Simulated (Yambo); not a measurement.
# GaAs (F-43m) in Yambo: notebook

One crystal, GaAs, is run at these levels: LDA; tasks: optical spectrum.

All numbers are computed with Yambo 5.3.0; they aren't measurements. Logs are shortened: lines on timing, memory, paths and dates and some standing lists are left out, and cuts for length are marked.

**What was measured.**

“Evidence of valence band perturbations in GaAsN/GaAs(001): A combined variable-angle spectroscopic ellipsometry and modulated photoreflectance investigation”, 2008, arxiv:0805.2212 reports, for a bulk crystal of GaAs at 300 K: band gap 1.412 ± 0.01 eV (direct); band gap 1.418 ± 0.005 eV (direct).

The results are compared with them further down.

### 1 The crystal as given

It takes space group F-43m (No. 216, cubic). Conventional cell: a = 5.654 Å, b = 5.654 Å, c = 5.654 Å, α = 90.00°, β = 90.00°, γ = 90.00°. As (site symmetry -43m) is surrounded by 4 Ga at 2.45 Å. Ga (site symmetry -43m) is surrounded by 4 As at 2.45 Å.

### 2 Optical spectrum, LDA

File optics0.in:

```
optics
chi
Chimod= "IP"
% BndsRnXd
 1 | 29 |
%
% LongDrXd
 0 | 0 | 1 |
%
% QpntsRXd
 1 | 1 |
%
% EnRngeXd
 0 | 15 | eV
%
% DmRngeXd
 0.2 | 0.2 | eV
%
ETStpsXd= 300
```

File scf.in:

```
&CONTROL
  calculation = 'scf'
  prefix = 'pwscf'
  outdir = './tmp'
  pseudo_dir = './pseudo'
/
&SYSTEM
  ibrav = 0
  A = 3.99776961
  nat = 2
  ntyp = 2
  ecutwfc = 80
  nbnd = 21
  occupations = 'smearing'
  smearing = 'fd'
  degauss = 0.00367493
  force_symmorphic = .true.
/
&ELECTRONS
  conv_thr = 4d-10
  electron_maxstep = 120
  mixing_beta = 0.5
/
ATOMIC_SPECIES
As    74.9216 As.upf
Ga    69.7230 Ga.upf
CELL_PARAMETERS alat
   0.0000000000    0.7071067810    0.7071067810
   0.7071067810    0.0000000000    0.7071067810
   0.7071067810    0.7071067810    0.0000000000
ATOMIC_POSITIONS alat
As     1.0606601715    1.0606601715    1.0606601715
Ga     0.0000000000    0.0000000000    0.0000000000
K_POINTS automatic
8 8 8 0 0 0
```

File nscf.in:

```
&CONTROL
  calculation = 'nscf'
  prefix = 'pwscf'
  outdir = './tmp'
  pseudo_dir = './pseudo'
/
&SYSTEM
  ibrav = 0
  A = 3.99776961
  nat = 2
  ntyp = 2
  ecutwfc = 80
  nbnd = 34
  occupations = 'fixed'
  force_symmorphic = .true.
/
&ELECTRONS
  conv_thr = 1d-08
  diago_full_acc = .true.
  diago_thr_init = 1d-06
/
ATOMIC_SPECIES
As    74.9216 As.upf
Ga    69.7230 Ga.upf
CELL_PARAMETERS alat
   0.0000000000    0.7071067810    0.7071067810
   0.7071067810    0.0000000000    0.7071067810
   0.7071067810    0.7071067810    0.0000000000
ATOMIC_POSITIONS alat
As     1.0606601715    1.0606601715    1.0606601715
Ga     0.0000000000    0.0000000000    0.0000000000
K_POINTS automatic
8 8 8 0 0 0
```

Potentials or basis: PseudoDojo 0.4.1 SR LDA standard.

Command:

```console
> OMP_NUM_THREADS=1 pw.x -in scf.in > scf.out
> OMP_NUM_THREADS=1 pw.x -in nscf.in > nscf.out
> cd tmp/pwscf.save; p2y; mv SAVE ../..; cd ../..
> OMP_NUM_THREADS=1 yambo
> OMP_NUM_THREADS=1 yambo -F optics0.in -J optics0 -C optics0_out
```

Yambo's report:

```text
[... sections 02.01 to 02.04 as in the set-up run ...]

  [02.05] Energies & Occupations
  ==============================

  [X] === General ===
  [X] Electronic Temperature                        :  0.000000  0.000000 [eV K]
  [X] Bosonic    Temperature                        :  0.000000  0.000000 [eV K]
  [X] Finite Temperature mode                       : no
  [X] El. density                                   :  0.61975E+24 [cm-3]
  [X] Fermi Level                                   :  8.485282 [eV]

  [X] === Gaps and Widths ===
  [X] Conduction Band Min                           :  0.279538 [eV]
  [X] Valence Band Max                              :  0.000000 [eV]
  [X] Filled Bands                                  :  14
  [X] Empty Bands                                   :   15   34
  [X] Direct Gap                                    :  0.279538 [eV]
  [X] Direct Gap localized at k                     :  1
  [X] Indirect Gap                                  :  0.279538 [eV]
  [X] Indirect Gap between kpts                     :  1  1
  [X] Last valence band width                       :  3.363103 [eV]
  [X] 1st conduction band width                     :  4.256039 [eV]

 [03] Transferred momenta grid and indexing
 ==========================================

 IBZ Q-points                                      :  29
 BZ  Q-points                                      :   512

 K/Q-points units:
 rlu = crystal or reduced units; cc = cartesian coordinates; iku = interal k-units

 Q [ 1]         [rlu]:  0.000000  0.000000  0.000000
 Q [ 2]         [rlu]:  0.72732E-18  0.72732E-18  0.12500
 Q [ 3]         [rlu]: -0.41077E-17 -0.41077E-17  0.25000
 Q [ 4]         [rlu]: -0.51953E-16 -0.51953E-16  0.37500
 Q [ 5]         [rlu]: -0.29093E-17 -0.29093E-17 -0.50000
 Q [ 6]         [rlu]:  0.28218E-17  0.12500      0.12500
 Q [ 7]         [rlu]:  0.21544E-16  0.12500      0.25000
 Q [ 8]         [rlu]: -0.41077E-17  0.12500      0.37500
 Q [ 9]         [rlu]:  0.18841E-16  0.12500      0.50000
 Q [10]         [rlu]: -0.29093E-17  0.12500     -0.37500
 Q [11]         [rlu]:  0.47569E-17  0.12500     -0.25000
 Q [12]         [rlu]:  0.41077E-17  0.12500     -0.12500
 Q [13]         [rlu]:  0.29241E-16  0.25000      0.25000
 Q [14]         [rlu]:  0.97451E-17  0.25000      0.37500
 Q [15]         [rlu]:  0.55561E-16  0.25000      0.50000
[... 12 lines left out ...]
 Q [28]         [rlu]:  0.125000 -0.500000 -0.375000
 Q [29]         [rlu]:  0.250000 -0.500000 -0.250000

 [WARNING] [Xd] User bands 1-29 break level degeneracy

 [04] Dipoles
 ============

  [04.01] Setup: observables and procedures
  =========================================

  [WF-Oscillators/G space/Transverse up loader] Normalization (few states)  min/max  :  0.98131E-17   1.0000

  [WR./optics0//ndb.dipoles]------------------------------------------------------
   Brillouin Zone Q/K grids (IBZ/BZ)                :    29   512    29   512
   RL vectors                                       :   4645 [WF]
   Fragmentation                                    : yes
   Electronic Temperature                           :  0.000000 [K]
   Bosonic    Temperature                           :  0.000000 [K]
   DIP band range                                   :   1  29
   DIP band range limits                            :  14  15
   DIP e/h energy range                             : -1.000000 -1.000000 [eV]
   RL vectors in the sum                            :   4645
   [r,Vnl] included                                 : yes
   Bands ordered                                    : yes
   Direct v evaluation                              : no
   Approach used                                    : G-space v
   Dipoles computed                                 : R V P [G-space]
   Wavefunctions                                    : Slater exchange(X)+Perdew & Wang(C)

  [WARNING] [r,Vnl^pseudo] included in position and velocity dipoles.

  [WARNING] In case H contains other non local terms, these are neglected

 [05] Optics
 ===========

 [X-CG] R(p) Tot o/o(of R):    4776  107520     100
```

o-optics0.eps_q1_ip:

```text
# Absorption @ Q(1):   0.00000000      0.00000000      1.00000000    [q->0 direction]
#
# [ X ] Hartree size                              :  1
# [GEN] GF Energies                               : Slater exchange(X)+Perdew & Wang(C)
# [GEN] Green`s Function                          : T-ordered
#
# [GEN] Gauge                                     : Length
# [GEN] [r,Vnl] included                          : yes
#
#    E[1] [eV]          Im(eps)            Re(eps)
#
        0.000000           44.83913           77.58973
        0.050167           46.37493           77.09939
        0.100334           50.95426           75.20696
        0.150502           58.21103           70.62814
        0.200669           66.57728           61.51115
        0.250836           72.47598           46.99778
[... 292 lines left out ...]
        14.94983           0.403149          -0.125436
        15.00000           0.402315          -0.129273
#
```

Run time: 55 s. Hardware: 1 thread of Arm Neoverse V2, shared host; peak memory 0.25 GiB.

Results:

* Band gap on the k mesh, mean-field level: 0.28 eV, direct
* Electronic dielectric constant along the field: 77.59

Dielectric function (along the field direction of the input):
```
energy (eV)  real part  imaginary part
       0.25      47.00           72.48
       1.00      12.50            8.28
       1.76      19.12           18.08
       2.56       8.55            9.87
       3.31      11.50           15.00
       4.11       0.34           25.58
       4.87      -4.68           10.46
       5.67      -5.27           15.19
       6.42      -5.15            4.74
       7.22      -4.13            3.55
       7.98      -2.59            2.25
       8.78      -2.50            2.31
       9.53      -2.25            1.92
      10.33      -1.76            0.90
      11.09      -0.95            1.08
      11.89      -1.18            0.63
      12.64      -0.63            0.52
      13.44      -0.56            0.51
      14.20      -0.35            0.40
      15.00      -0.13            0.40
```

Caveat: spectra need much finer meshes, so this one isn't converged; independent-particle spectra lack excitons.

### 3 Optical spectrum, LDA

File optics1.in:

```
optics
chi
Chimod= "HARTREE"
% BndsRnXd
 1 | 29 |
%
NGsBlkXd= 1 Ry
% LongDrXd
 0 | 0 | 1 |
%
% QpntsRXd
 1 | 1 |
%
% EnRngeXd
 0 | 30 | eV
%
% DmRngeXd
 0.1 | 0.1 | eV
%
ETStpsXd= 150
```

scf.in is that of step 2.

nscf.in is that of step 2.

Potentials or basis: PseudoDojo 0.4.1 SR LDA standard.

Command:

```console
> OMP_NUM_THREADS=1 pw.x -in scf.in > scf.out
> OMP_NUM_THREADS=1 pw.x -in nscf.in > nscf.out
> cd tmp/pwscf.save; p2y; mv SAVE ../..; cd ../..
> OMP_NUM_THREADS=1 yambo
> OMP_NUM_THREADS=1 yambo -F optics1.in -J optics1 -C optics1_out
```

Yambo's report:

```text
[... sections 02.01 to 02.04 as in the set-up run ...]

  [02.05] Energies & Occupations
  ==============================

  [X] === General ===
  [X] Electronic Temperature                        :  0.000000  0.000000 [eV K]
  [X] Bosonic    Temperature                        :  0.000000  0.000000 [eV K]
  [X] Finite Temperature mode                       : no
  [X] El. density                                   :  0.61975E+24 [cm-3]
  [X] Fermi Level                                   :  8.485282 [eV]

  [X] === Gaps and Widths ===
  [X] Conduction Band Min                           :  0.279538 [eV]
  [X] Valence Band Max                              :  0.000000 [eV]
  [X] Filled Bands                                  :  14
  [X] Empty Bands                                   :   15   34
  [X] Direct Gap                                    :  0.279538 [eV]
  [X] Direct Gap localized at k                     :  1
  [X] Indirect Gap                                  :  0.279538 [eV]
  [X] Indirect Gap between kpts                     :  1  1
  [X] Last valence band width                       :  3.363103 [eV]
  [X] 1st conduction band width                     :  4.256039 [eV]

 [03] Transferred momenta grid and indexing
 ==========================================

 IBZ Q-points                                      :  29
 BZ  Q-points                                      :   512

 K/Q-points units:
 rlu = crystal or reduced units; cc = cartesian coordinates; iku = interal k-units

 Q [ 1]         [rlu]:  0.000000  0.000000  0.000000
 Q [ 2]         [rlu]:  0.72732E-18  0.72732E-18  0.12500
 Q [ 3]         [rlu]: -0.41077E-17 -0.41077E-17  0.25000
 Q [ 4]         [rlu]: -0.51953E-16 -0.51953E-16  0.37500
 Q [ 5]         [rlu]: -0.29093E-17 -0.29093E-17 -0.50000
 Q [ 6]         [rlu]:  0.28218E-17  0.12500      0.12500
 Q [ 7]         [rlu]:  0.21544E-16  0.12500      0.25000
 Q [ 8]         [rlu]: -0.41077E-17  0.12500      0.37500
 Q [ 9]         [rlu]:  0.18841E-16  0.12500      0.50000
 Q [10]         [rlu]: -0.29093E-17  0.12500     -0.37500
 Q [11]         [rlu]:  0.47569E-17  0.12500     -0.25000
 Q [12]         [rlu]:  0.41077E-17  0.12500     -0.12500
 Q [13]         [rlu]:  0.29241E-16  0.25000      0.25000
 Q [14]         [rlu]:  0.97451E-17  0.25000      0.37500
 Q [15]         [rlu]:  0.55561E-16  0.25000      0.50000
[... 12 lines left out ...]
 Q [28]         [rlu]:  0.125000 -0.500000 -0.375000
 Q [29]         [rlu]:  0.250000 -0.500000 -0.250000

 [WARNING] [Xd] User bands 1-29 break level degeneracy

 [04] Dipoles
 ============

  [04.01] Setup: observables and procedures
  =========================================

  [WF-Oscillators/G space/Transverse up loader] Normalization (few states)  min/max  :  0.98131E-17   1.0000

  [WR./optics1//ndb.dipoles]------------------------------------------------------
   Brillouin Zone Q/K grids (IBZ/BZ)                :    29   512    29   512
   RL vectors                                       :   4645 [WF]
   Fragmentation                                    : yes
   Electronic Temperature                           :  0.000000 [K]
   Bosonic    Temperature                           :  0.000000 [K]
   DIP band range                                   :   1  29
   DIP band range limits                            :  14  15
   DIP e/h energy range                             : -1.000000 -1.000000 [eV]
   RL vectors in the sum                            :   4645
   [r,Vnl] included                                 : yes
   Bands ordered                                    : yes
   Direct v evaluation                              : no
   Approach used                                    : G-space v
   Dipoles computed                                 : R V P [G-space]
   Wavefunctions                                    : Slater exchange(X)+Perdew & Wang(C)

  [WARNING] [r,Vnl^pseudo] included in position and velocity dipoles.

  [WARNING] In case H contains other non local terms, these are neglected

 [05] Optics
 ===========

 [X-CG] R(p) Tot o/o(of R):    4776  107520     100
```

Run time: 56 s. Hardware: 1 thread of Arm Neoverse V2, shared host; peak memory 0.42 GiB.

What came out:

* Band gap on the k mesh, mean-field level: 0.28 eV, direct
* Electronic dielectric constant along the field: 98.36
* Electronic dielectric constant along the field, independent particles: 98.47
* Peak of the energy-loss function: 15.3 eV

Dielectric function (along the field direction of the input):
```csv
energy (eV),real part,imaginary part
0.40,-28.87,55.37
1.41,21.37,5.08
2.42,6.75,11.92
3.42,11.14,16.16
4.43,-7.33,11.56
5.44,2.22,8.27
6.44,-4.14,3.14
7.45,-3.95,2.95
8.46,-1.39,2.20
9.46,-1.40,1.68
10.67,-1.16,0.47
11.68,-1.49,1.17
12.68,-0.51,0.37
13.69,-0.30,0.33
14.70,-0.04,0.31
15.70,0.07,0.29
16.71,0.33,0.37
17.72,0.40,0.29
18.72,0.47,0.23
19.93,0.48,0.24
```

Energy-loss function:
| energy (eV) | loss |
| --- | --- |
| 0.0 | 0.003 |
| 1.2 | 0.014 |
| 2.6 | 0.066 |
| 3.8 | 0.058 |
| 5.2 | 0.164 |
| 6.4 | 0.116 |
| 7.9 | 0.169 |
| 9.1 | 0.267 |
| 10.5 | 0.230 |
| 11.7 | 0.327 |
| 13.1 | 1.325 |
| 14.3 | 1.887 |
| 15.7 | 3.271 |
| 16.9 | 2.029 |
| 18.3 | 1.670 |
| 19.5 | 1.382 |
| 20.9 | 0.898 |
| 22.1 | 0.676 |
| 23.6 | 0.761 |
| 24.8 | 0.578 |
| 26.2 | 0.430 |
| 27.4 | 0.364 |
| 28.8 | 0.381 |
| 30.0 | 0.286 |

Caveat: spectra need much finer meshes, so this one isn't converged; these spectra lack excitons.

(Continued in part 2 of 2.)
